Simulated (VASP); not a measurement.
# TiN (Fm-3m) in VASP: single point with PBE

Aim: the single point of TiN with PBE.

Program: VASP 6.6.1. These are calculated values, not measurements. Logs are shortened: lines on timing, memory, paths and dates and some standing lists are left out, and cuts for length are marked.

## Step 1: The crystal as given

It takes space group Fm-3m (No. 225, cubic). The conventional cell has a = 4.249 Å, b = 4.249 Å, c = 4.249 Å, α = 90.00°, β = 90.00°, γ = 90.00°. Ti (site symmetry m-3m) has 6 N at 2.12 Å as nearest neighbours. N (site symmetry m-3m) is surrounded by 6 Ti at 2.12 Å.

## Step 2: Single point, PBE

The input, INCAR:

```
SYSTEM = TiN
ALGO = Normal ; EDIFF = 1E-6
ENCUT = 520 ; GGA = PE
ICORELEVEL = 1 ; ISIF = 2
ISMEAR = 1 ; LASPH = .TRUE.
LCHARG = .FALSE. ; LREAL = .FALSE.
LWAVE = .FALSE. ; NBANDS = 16
NELM = 80 ; PREC = Accurate
SIGMA = 0.1
```

The input, KPOINTS:

```
k-points
0
G
  15 15 22
  0 0 0
```

The input, POSCAR:

```
TiN
1.0
    3.0042124600      0.0000000000      0.0000000000
   -1.5021062300      2.6017243100      0.0000000000
    1.5021062300      0.8672414400      2.4529292000
Ti N
1 1
Direct
    0.0000000000      0.0000000000      0.0000000000
    0.0000000000      0.5000000000      0.5000000000
```

Potentials or basis: VASP PAW PBE potentials, release 64 (Ti_sv, N).

Run with:

```
> cat potpaw_PBE.64/Ti_sv/POTCAR potpaw_PBE.64/N/POTCAR > POTCAR
> mpirun -np 1 vasp_std > vasp.out
```

OUTCAR:

```text
SYSTEM = TiN
   EDIFF = 1E-6
   ENCUT = 520
   GGA = PE
   ISIF = 2
   ISMEAR = 1
   LASPH = .TRUE.
   LREAL = .FALSE.
   NELM = 80
   PREC = Accurate

 ion  position               nearest neighbor table
   1  0.000  0.000  0.000-   2 2.12   2 2.12   2 2.12   2 2.12   2 2.12   2 2.12
   2  0.000  0.500  0.500-   1 2.12   1 2.12   1 2.12   1 2.12   1 2.12   1 2.12

  LATTYP: Found a face centered cubic cell.
 ALAT       =     4.2485980052

  Lattice vectors:

 A1 = (  -3.0042124600,  -0.0000000000,   0.0000000000)
 A2 = (  -1.5021062300,   0.8672414400,   2.4529292000)
 A3 = (  -1.5021062300,   2.6017243100,   0.0000000000)

Analysis of symmetry for initial positions (statically):
=====================================================================
 Subroutine PRICEL returns:
 Original cell was already a primitive cell.

 Routine SETGRP: Setting up the symmetry group for a
 face centered cubic supercell.

 Subroutine GETGRP returns: Found 48 space group operations
 (whereof 48 operations were pure point group operations)
 out of a pool of 48 trial point group operations.

The static configuration has the point symmetry O_h .

Analysis of symmetry for dynamics (positions and initial velocities):
=====================================================================
 Subroutine PRICEL returns:
 Original cell was already a primitive cell.

 Routine SETGRP: Setting up the symmetry group for a
 face centered cubic supercell.

 Subroutine GETGRP returns: Found 48 space group operations
 (whereof 48 operations were pure point group operations)
 out of a pool of 48 trial point group operations.

The dynamic configuration has the point symmetry O_h .

 Subroutine INISYM returns: Found 48 space group operations
 (whereof 48 operations are pure point group operations),
 and found     1 'primitive' translations

----------------------------------------------------------------------------------------

                                     Primitive cell

  volume of cell :      19.1724

  direct lattice vectors                    reciprocal lattice vectors
     3.004212460  0.000000000  0.000000000     0.332865939  0.192180239 -0.271783901
    -1.502106230  2.601724310  0.000000000     0.000000000  0.384360478 -0.135891951
     1.502106230  0.867241440  2.452929200     0.000000000  0.000000000  0.407675851

  length of vectors
     3.004212460  3.004212461  3.004212459     0.470743525  0.407675851  0.407675851

  position of ions in fractional coordinates (direct lattice)
     0.000000000  0.000000000  0.000000000
     0.000000000  0.500000000  0.500000000

  ion indices of the primitive-cell ions
   primitive index   ion index
                 1           1
                 2           2

----------------------------------------------------------------------------------------

 KPOINTS: k-points

Automatic generation of k-mesh.
 Grid dimensions read from file:
 generate k-points for:   15   15   22

 Generating k-lattice:

  Cartesian coordinates                     Fractional coordinates (reciprocal lattice)
     0.022191063  0.012812016 -0.018118927     0.066666667  0.000000000 -0.000000000
     0.000000000  0.025624032 -0.009059463     0.000000000  0.066666667  0.000000000
     0.000000000  0.000000000  0.018530721     0.000000000  0.000000000  0.045454545

  Length of vectors
     0.031382902  0.027178390  0.018530721

  Shift w.r.t. Gamma in fractional coordinates (k-lattice)
     0.000000000  0.000000000  0.000000000

 -----------------------------------------------------------------------------
|                                                                             |
|           W    W    AA    RRRRR   N    N  II  N    N   GGGG   !!!           |
|           W    W   A  A   R    R  NN   N  II  NN   N  G    G  !!!           |
|           W    W  A    A  R    R  N N  N  II  N N  N  G       !!!           |
|           W WW W  AAAAAA  RRRRR   N  N N  II  N  N N  G  GGG   !            |
|           WW  WW  A    A  R   R   N   NN  II  N   NN  G    G                |
|           W    W  A    A  R    R  N    N  II  N    N   GGGG   !!!           |
|                                                                             |
|     Your reciprocal lattice and k-lattice belong to different lattice       |
|     classes:                                                                |
|                                                                             |
|        The reciprocal lattice is body-centered cubic,                       |
|        whereas your k-lattice is base-centered monoclinic.                  |
|                                                                             |
|     Results are often still useful ...                                      |
|                                                                             |
 -----------------------------------------------------------------------------

 WARNING: IBZKPT: internal override: KBLOWUP is changed to .FALSE.
      ... skipping the blow-up phase ...

 Subroutine IBZKPT returns following result:
 ===========================================

 Found   1328 irreducible k-points:

 Following reciprocal coordinates:
            Coordinates               Weight
  0.000000  0.000000  0.000000      1.000000
  0.066667  0.000000 -0.000000      2.000000
  0.133333  0.000000 -0.000000      2.000000
  0.200000  0.000000 -0.000000      2.000000
  0.266667  0.000000 -0.000000      2.000000
  0.333333  0.000000 -0.000000      2.000000
[... 16 lines left out ...]
  0.400000  0.133333  0.000000      4.000000
 -0.066667  0.133333  0.000000      2.000000
 [... further k-points ...]
   k-points           NKPTS =   1328   k-points in BZ     NKDIM =   1328   number of bands    NBANDS=     16
   number of dos      NEDOS =    301   number of ions     NIONS =      2
   total plane-waves  NPLWV =  13824
   dimension x,y,z NGX =    24 NGY =   24 NGZ =   24
   dimension x,y,z NGXF=    48 NGYF=   48 NGZF=   48
   ions per type =               1   1
   NGX,Y,Z   is equivalent  to a cutoff of  13.28, 13.28, 13.28 a.u.
   NGXF,Y,Z  is equivalent  to a cutoff of  26.56, 26.56, 26.56 a.u.
 SYSTEM =  TiN
   PREC   = accura    normal or accurate (medium, high low for compatibility)
   ISTART =      0    job   : 0-new  1-cont  2-samecut
   ICHARG =      2    charge: 1-file 2-atom 10-const
   ISPIN  =      1    spin polarized calculation?
   LNONCOLLINEAR =      F non collinear calculations
   LSORBIT =      F    spin-orbit coupling
   LASPH  =      T    aspherical Exc in radial PAW
   ENCUT  =  520.0 eV  38.22 Ry    6.18 a.u.   5.59  5.59  5.59*2*pi/ulx,y,z
   NELM   =     80;   NELMIN=  2; NELMDL= -5     # of ELM steps
   EDIFF  = 0.1E-05   stopping-criterion for ELM
   LREAL  =      F    real-space projection
   EDIFFG = 0.1E-04   stopping-criterion for IOM
   NSW    =      0    number of steps for IOM
   IBRION =     -1    ionic relax: 0-MD 1-quasi-New 2-CG
   NFREE  =      0    steps in history (QN), initial steepest desc. (CG)
   ISIF   =      2    stress and relaxation
   ISYM   =      2    0-nonsym 1-usesym 2-fastsym
   POTIM  = 0.5000    time-step for ionic-motion
   TEBEG  =    0.0;   TEEND  =   0.0 temperature during run
   PSTRESS=    0.0 pullay stress
   NELECT =      17.0000    total number of electrons
   NUPDOWN=      -1.0000    fix difference up-down
   EMIN   =  10.00;   EMAX   =-10.00  energy-range for DOS
   EFERMI =   0.00;   METHOD = LEGACY
   ISMEAR =     1;   SIGMA  =   0.10  broadening in eV -4-tet -1-fermi 0-gaus
   EFERMI_NEDOS =   21; number of points for ismear=-14 and -15
   IALGO  =     38    algorithm
   IMIX   =      4    mixing-type and parameters
     AMIX     =   0.40;   BMIX     =  1.00
     AMIX_MAG =   1.60;   BMIX_MAG =  1.00
  volume/ion in A,a.u.               =       9.59        64.69
  Fermi-wavevector in a.u.,A,eV,Ry     =   1.572771  2.972106 33.655489  2.473609
  Thomas-Fermi vector in A             =   2.674155
   LORBIT       =      0    0 simple, 1 ext, 2 COOP (PROOUT), +10 PAW based schemes
   GGA     = PE    functional components
   LHFCALC =     F    Hartree Fock is set to
   AEXX    =    0.0000 exact exchange contribution
   IVDW    =     0    specifies the selected vdW correction
   LEPSILON=     F    determine dielectric tensor
   LRPA    =     F    only Hartree local field effects (RPA)
 non-spin polarized calculation
 Methfessel and Paxton  Order N= 1 SIGMA  =   0.10
  energy-cutoff  :      520.00
  volume of cell :       19.17
 maximum number of plane-waves:       533
   NGX = 11   NGY = 11   NGZ = 11

 number of electron      17.0000002 magnetization

 Free energy of the ion-electron system (eV)
  ---------------------------------------------------
  ext. energy  EPLUGINS =         0.00000000
  ---------------------------------------------------
  free energy    TOTEN  =       -19.63621911 eV

  energy without entropy =      -19.63636476  energy(sigma->0) =      -19.63626766

 the core state eigenenergies are
   1-  1s  -4852.2273  2s   -520.9868  2p   -428.2626
   2-  1s   -366.0509

 E-fermi :  11.3753     XC(G=0): -12.9933

 val. band max:       11.3716374084   @ k =   0.4667   0.2667   0.0909
 cond. band min:      11.3785752869   @ k =   0.4000   0.1333   0.2273
 fundamental gap:      0.0069378785
 Fermi energy:        11.3752558501

 k-point     1 :       0.0000    0.0000    0.0000
  band No.  band energies     occupation
      1     -46.4982      2.00000
      2     -22.4810      2.00000
      3     -22.4810      2.00000
      4     -22.4810      2.00000
      5      -5.6887      2.00000
      6       9.3463      2.00000
[... 8 lines left out ...]
     15      24.5414      0.00000
     16      31.0588      0.00000

 k-point     2 :       0.0667    0.0000   -0.0000
  band No.  band energies     occupation
      1     -46.4928      2.00000
      2     -22.5081      2.00000
      3     -22.4897      2.00000
      4     -22.4897      2.00000
      5      -5.5759      2.00000
      6       8.4600      2.00000
[... 8 lines left out ...]
     15      24.6370      0.00000
     16      30.6924      0.00000
[... 229 lines left out ...]
 k-point    15 :       0.4000    0.0667    0.0000
  band No.  band energies     occupation
      1     -46.3785      2.00000
      2     -22.9809      2.00000
      3     -22.6847      2.00000
      4     -22.6696      2.00000
      5      -4.2298      2.00000
      6       5.4007      2.00000
[... 8 lines left out ...]
     15      23.4779      0.00000
     16      25.4995      0.00000

 k-point    16 :       0.4667    0.0667    0.0000
  band No.  band energies     occupation
      1     -46.3733      2.00000
      2     -22.9973      2.00000

------------------------ aborting loop because EDIFF is reached ----------------------------------------

  FORCE on cell =-STRESS in cart. coord.  units (eV):
  Direction    XX          YY          ZZ          XY          YZ          ZX
  --------------------------------------------------------------------------------------
  -------------------------------------------------------------------------------------
  Total        0.0090018      0.0090018      0.0090018     -0.0000000      0.0000000      0.0000000
  in kB        0.7522526      0.7522526      0.7522526     -0.0000000      0.0000000      0.0000000
  external PRESSURE =       0.7522526 kB  Pullay stress =       0.0000000 kB

 VOLUME and BASIS-vectors are now :
 -----------------------------------------------------------------------------
  energy-cutoff  :      520.00
  volume of cell :       19.17
      direct lattice vectors                 reciprocal lattice vectors
     3.004212460  0.000000000  0.000000000     0.332865939  0.192180239 -0.271783901
    -1.502106230  2.601724310  0.000000000     0.000000000  0.384360478 -0.135891951
     1.502106230  0.867241440  2.452929200     0.000000000  0.000000000  0.407675851

 POSITION                                       TOTAL-FORCE (eV/Angst)
 -----------------------------------------------------------------------------------
      0.00000      0.00000      0.00000         0.000000     -0.000000      0.000000
      0.00000      1.73448      1.22646        -0.000000      0.000000      0.000000
 -----------------------------------------------------------------------------------
    total drift:                                0.000000      0.000000      0.000000

  FREE ENERGIE OF THE ION-ELECTRON SYSTEM (eV)
  ---------------------------------------------------
  free  energy   TOTEN  =       -19.6362191050 eV

  energy  without entropy=      -19.6363647605  energy(sigma->0) =      -19.63626766
```

Run time: 2.3 min. Hardware: 1 thread of Intel Xeon 6975P-C (Granite Rapids), shared host; peak memory 0.48 GiB.

What came out:

| Property | Result |
| --- | --- |
| Free energy | -19.6362 eV |
| Pressure | 0.1 GPa |
| Band gap on the k mesh | none (metal or under the smearing width) |

Core levels (eV, on the scale of the bands):
```tsv
atom	levels
1 Ti	1s -4852.2, 2s -521.0, 2p -428.3
2 N	1s -366.1
```
